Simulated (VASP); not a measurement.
MgF2:

```xyz
6
Lattice="4.6190 0.0000 0.0000 0.0000 4.6268 0.0000 0.0000 0.0000 3.0516" Properties=species:S:1:pos:R:3 pbc="T T T"
Mg    2.3095    2.3134    1.5258
Mg    0.0000    0.0000    0.0000
F     3.7091    0.9102    1.5258
F     0.9099    3.7166    1.5258
F     1.3996    1.4032    0.0000
F     3.2194    3.2236    0.0000
```

The cell comes from a database or a generator and needn't be the stable form of this composition.

Base run:

| Item | Value |
| --- | --- |
| Program | VASP 6.6.1 |
| Functional | r2SCAN |
| Potentials or basis | VASP PAW PBE potentials, release 64 (Mg, F) |
| Cutoff | 520 eV |
| k mesh | 6 × 6 × 8 |
| Occupations | gaussian, width 0.02 eV |
| Spin | no spin polarisation |

Its results: band gap on the k mesh 8.01 eV, direct; pressure -1.4 GPa.

**Question.** The run is repeated on the same cell with these changes: functional from r2SCAN to PBEsol; further incar settings from ALGO = Normal; EDIFF = 1e-07; NBANDS = 25 to ALGO = Fast; EDIFF = 1e-07; NBANDS = 25. What comes out?

**Answer.** Band gap on the k mesh 6.93 eV, direct; pressure 0.2 GPa.

Caveats: the PAW data sets were made with another functional, which shifts forces and pressure a little.
